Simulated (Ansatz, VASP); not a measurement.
LiF in VASP and in Ansatz

```
Li F
1.0
     0.00000    1.97324    1.97324
     1.97324    0.00000    1.97324
     1.97324    1.97324    0.00000
Li F
1 1
Direct
  0.00000 0.00000 0.00000
  0.50000 0.50000 0.50000
```

Change from the starting cell: volume scaled by 0.9405.

Alike in both runs: task single point; functional PBE; k mesh 10 × 10 × 10; occupations fermi-dirac, width 0.03 eV; no spin polarisation.

```csv
,VASP,Ansatz
version,VASP 6.6.1,Ansatz 0.2.0
potentials or method,"VASP PAW PBE potentials, release 64 (Li_sv, F), cutoff 520 eV","all-electron LAPW, scalar-relativistic"
```

```tsv
	VASP	Ansatz	Ansatz less VASP
gap on the k mesh at the Fermi level (eV)	9.66	9.63	-0.024
```

Ansatz ran all-electron here, so the differences hold the error of VASP's frozen core and of both bases.

 A k mesh can miss the band edges.
